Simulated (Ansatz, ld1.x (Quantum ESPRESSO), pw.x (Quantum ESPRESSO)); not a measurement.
**pw.x on diamond As: one setting changed**

Potential: ultrasoft, ld1.x (Quantum ESPRESSO) 7.5, PBE; core [Ar] 3d10, reference 4s2 4p3; waves: 4s (bound): rcut 1.65, rcutus 1.75 bohr; 4s channel at 0.45 Ry: rcut 1.65, rcutus 1.75 bohr; 4p (bound): rcut 1.30, rcutus 1.80 bohr; 4p channel at 4.85 Ry: rcut 1.30, rcutus 1.80 bohr; 4d channel at 0.05 Ry: rcut 1.80, rcutus 1.95 bohr; 4d channel at 1.65 Ry: rcut 1.80, rcutus 1.95 bohr; local part: all-electron potential smoothed inside 1.80 bohr (lloc = -1); core correction: Bessel-smoothed model core inside 1.05 bohr; augmentation: built from norm-conserving waves at rcut, not smoothed further.

The reference run (k-mesh 8³, cutoffs 40/600 Ry, Fermi–Dirac 0.01 Ry, mixing_beta 0.4, conv_thr 1e-9, no spin) gives -0.00 GPa at 28.643 Å³/atom, where all-electron LAPW gives 0.02 GPa. This run, with its own iteration cap, changes degauss to 0.002.

```
&control
  calculation='scf', prefix='x', pseudo_dir='./', outdir='./tmp', tstress=.true., disk_io='none'
/
&system
  ibrav=0, nat=2, ntyp=1, ecutwfc=40, ecutrho=600, nbnd=12,
  occupations='smearing', smearing='fd', degauss=0.002
/
&electrons
  conv_thr=1e-09, mixing_beta=0.4, electron_maxstep=50
/
ATOMIC_SPECIES
As 1.0 As.UPF
CELL_PARAMETERS angstrom
  0.00000000 3.05965764 3.05965764
  3.05965764 0.00000000 3.05965764
  3.05965764 3.05965764 0.00000000
ATOMIC_POSITIONS crystal
As 0.0000 0.0000 0.0000
As 0.2500 0.2500 0.2500
K_POINTS automatic
8 8 8 0 0 0
```

```bash
pw.x < As.scf.in > As.scf.out
```

Task: How does the run end?

Result: It converges in 7 iterations; the free energy moves by +26.0 meV/atom and the pressure by +0.35 GPa. In a metal, with Fermi–Dirac smearing, F lies below its zero-width value by a term in the square of the width.

```
Message from routine setup:
     using ibrav=0 with symmetry is DISCOURAGED, use correct ibrav instead
     lattice parameter (alat)  =       8.1769  a.u.
     unit-cell volume          =     386.5851 (a.u.)^3
     number of electrons       =        10.00
     number of Kohn-Sham states=           12
     kinetic-energy cutoff     =      40.0000  Ry
     charge density cutoff     =     600.0000  Ry
     scf convergence threshold =      1.0E-09
     Exchange-correlation= PBE
     number of k points=    29  Fermi-Dirac smearing, width (Ry)=  0.0020
     iteration #  1     ecut=    40.00 Ry     beta= 0.40
     total energy              =     -97.53422038 Ry
     estimated scf accuracy    <       0.01183774 Ry
     iteration #  2     ecut=    40.00 Ry     beta= 0.40
     total energy              =     -97.53382687 Ry
     estimated scf accuracy    <       0.00338860 Ry
     iteration #  3     ecut=    40.00 Ry     beta= 0.40
     total energy              =     -97.53398827 Ry
     estimated scf accuracy    <       0.00005227 Ry
     iteration #  4     ecut=    40.00 Ry     beta= 0.40
     total energy              =     -97.53404272 Ry
     estimated scf accuracy    <       0.00000017 Ry
     iteration #  5     ecut=    40.00 Ry     beta= 0.40
     total energy              =     -97.53404420 Ry
     estimated scf accuracy    <       0.00000002 Ry
     iteration #  6     ecut=    40.00 Ry     beta= 0.40
     total energy              =     -97.53404420 Ry
     estimated scf accuracy    <          1.2E-09 Ry
     iteration #  7     ecut=    40.00 Ry     beta= 0.40
     the Fermi energy is     4.5784 ev
!    total energy              =     -97.53404420 Ry
     estimated scf accuracy    <          4.2E-11 Ry
     smearing contrib. (-TS)   =      -0.00058935 Ry
     The total energy is F=E-TS. E is the sum of the following terms:
     one-electron contribution =       2.71347641 Ry
     hartree contribution      =       2.75489347 Ry
     xc contribution           =     -79.71024198 Ry
     ewald contribution        =     -23.29158275 Ry
     convergence has been achieved in   7 iterations
          total   stress  (Ry/bohr**3)                   (kbar)     P=        3.44
     Message from routine punch:
     Nothing written, as per user request (disk_io='none')
```

The run took about 19 s on one core of a shared host (Neoverse-V1, 32 threads, 247 GiB, load 28).
